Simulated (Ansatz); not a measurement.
An input for the plane-wave PAW code Ansatz:

```yaml
crystal:
  lattice:
    - [0.0, 2.9839316083, 2.9839316083]
    - [2.9839316083, 0.0, 2.9839316083]
    - [2.9839316083, 2.9839316083, 0.0]
  atoms:
    - { symbol: Hg, position: [0.0, 0.0, 0.0] }
    - { symbol: S, position: [0.75, 0.75, 0.75] }
basis:
  ecutwfc: 420
  ecutrho_ratio: 4
kpoints:
  mp_grid: { grid: [10, 10, 10] }
  band_path:
    path:
      - [[0.0, 0.0, 0.0], [-0.5, -0.5, 0.0], [-0.375, -0.375, 0.25]]
      - [[-0.375, 0.0, 0.375], [0.0, 0.0, 0.0], [0.0, 0.0, 0.5], [-0.5, -0.25, 0.25], [-0.5, -0.5, 0.0]]
    npoints: 10
hamiltonian:
  xc: pbe
scf:
  occupations: { method: gaussian, width: 0.05 }
  n_extra_bands: 22
output:
  forces: true
  stress: true
  eigenvalues: true
  populations: true
  dos: { projected: true, de: 0.02, nscf_kmesh: { grid: [15, 15, 15] } }
  bader: false
  write_density: true
  write_potential: true
  elf: true
  volumetric_format: npy
magnetization:
  noncollinear: true
  spin_orbit: true
checkpoint:
  read: start.run
```

Launched as:
```sh
ansatz run input.yaml --threads 4 --pin off --max-ram 7168MiB --backend cpu --events-out ev --progress --plain --runs-dir out
```

The folder start.run holds the converged state of an earlier run on the same cell; the run starts from that state's density and uses only the symmetry operations that the state has.

The chain of runs began from a cell as deposited in COD, expanded in volume.

The output:

```
scf.n_extra_bands = 22 over 26 filled bands (N_el = 26.0): the run solves 48 bands
Pseudopotentials: kind: paw_fr
Pseudopotential: Hg, paw_fr, valence charge 20, recommended cutoff 420 eV (normal), Hg.paw.azcp#standard-fr
Pseudopotential: S, paw_fr, valence charge 6, recommended cutoff 420 eV (normal), S.paw.azcp#standard-fr
Crystal: 2 atoms, lattice volume = 53.137 Å³
Basis set: ecut = 420 eV, 1037 PW (Γ), exchange–correlation on 60×60×60 points (8 copies of the dense FFT grid, shifted against one another)
Bands: 48, of which v1, the nominal top of the filled ones, is band 26 counted from 1 (25 counted from 0)
Symmetry: 24 space group operations + 24 with time reversal
Magnetic group: BNS 216.75 (UNI 1577), of the structure as read, at distance tolerance 3.8e-5 Å
k-points: 47 of 1000 (time reversal used)
Projection manifold: j_resolved (fully-relativistic pseudo-atomic orbitals)
Initial density: read from a saved state, or passed on in memory by an earlier SCF of this step, an earlier step, the calling program or the single point that the run made first
Initial wavefunctions: pseudopotential atomic-orbital guess
Functional: x = pbe(κ = 0.804, μ = 0.21951), c = pbe(β = 0.06672)
iter 1 solved again at ethr=1.40e-6 eV; its pass at ethr=3.10e-3 eV (dr2=3.65e-4 eV) is discarded
```

SCF trace (energy estimate counted from the last row):
```
iteration  ΔE (eV)  density residual (eV)  M (μB)
        1    0.000                6.99e-9  0.00e0
        2    0.000                2.11e-9  0.00e0
        3    0.000               5.18e-10  0.00e0
```

```
SCF 1 converged in 3 iterations: F = -14756.451767 eV  dr2 = 5.18e-10
NSCF: frozen V_eff on 62 k-points
NSCF: frozen V_eff on 120 k-points
SCF converged after 3 iterations
Magnetization: |M| = 0.0000 μB,  M = (+0.0000, +0.0000, +0.0000) μB
Absolute magnetization: 0.0000 μB (∫|m|)
  site 0: m = (+0.0000, +0.0000, +0.0000) μB, |m| = 0.0000 μB  (R = 1.07 Å)
  site 1: m = (+0.0000, +0.0000, +0.0000) μB, |m| = 0.0000 μB  (R = 1.07 Å)
Free energy (F): -14756.451767 eV
E sigma→0 (E₀):  -14756.451746 eV
Entropy (-TS):   -0.000043 eV (-0.021 meV/atom)
Fermi energy:    7.425490 eV
--- Per-component energies (eV) ---
  E_band       = -518.233249
  E_kinetic    = 708.584751
  E_local      = -3506.537141  (includes V_loc(G=0)·N_el)
  E_nonlocal   = 86.286067
  E_hartree    = 1489.904831
  E_xc         = -316.728825
  E_vxc        = -348.686853  (∫ρ·V_xc dr)
  E_paw        = -10574.108814  (= ΣΔE_a)
  E_vpaw       = -437.690350  (= ΣTr[D̂ρ^β])
  E_aug_tail   = 0.000884  (compensation charges beyond the density's cutoff)
  E_ewald      = -2643.853478
  E_smearing   = -0.000043  (= −TS)
--- Forces (eV/Å), atoms counted from 1 ---
  atom   1  Hg     0.00000000     0.00000000     0.00000000
  atom   2  S      0.00000000     0.00000000     0.00000000
--- Stress (GPa, compression-positive) ---
        0.001182       0.000000       0.000000
        0.000000       0.001182       0.000000
        0.000000       0.000000       0.001182
  P = ⅓ Tr σ = 0.0012 GPa (0.012 kbar)
--- Löwdin populations: 2 sites ---
  site symbol       q [e]
     0     Hg     18.8927
     1      S      6.8831
```

In short (PBE+SOC): pressure 0.0 GPa, gap on the mesh 0.09 eV (close to the smearing width).

It ran for 25 s on 4 threads of Arm Neoverse V2 (shared host), peak memory 0.68 GiB.

Absolute energies hang on the potentials; compare differences alone.
